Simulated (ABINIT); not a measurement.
SnSe, 2 atoms in the cell. The structure is cubic, space group Fm-3m (No. 225). The conventional cell has a = 6.020 Å, b = 6.020 Å, c = 6.020 Å, α = 90.00°, β = 90.00°, γ = 90.00°. Around Sn (site symmetry m-3m) lie 6 Se at 3.01 Å. Around Se (site symmetry m-3m) lie 6 Sn at 3.01 Å. Measurements of this composition are mostly on another form, of space group No. 62.

```yaml
Program: ABINIT 10.8.3 (patched build)
Task: equation of state
Functional: PBE
Dispersion: D4
Potentials_or_basis: JTH PAW PBE v2.0
Cutoff: 599 eV
k_mesh: 8 × 8 × 8
Occupations: fermi-dirac, width 0.05 eV
Spin: no spin polarisation
Dispersion_computed_by: dftd4 4.3.1
Fine-grid_cutoff: 1197.3 eV
Exchange_and_correlation_inside_the_PAW_spheres: full angular mesh (pawxcdev 0, this build's default; the released program takes 1)
```

Potentials or basis: JTH PAW PBE v2.0.

Command:

```bash
$ python run.py
```

Hardware: 1 thread of Arm Neoverse V2, on a shared host.

**Question.** Estimate the wall time of this run.

**Answer.** Run time: 2.4 min on 1 thread of Arm Neoverse V2, on a shared host, peak memory 0.13 GiB. Counts: scf iterations 71, mpi ranks 1.
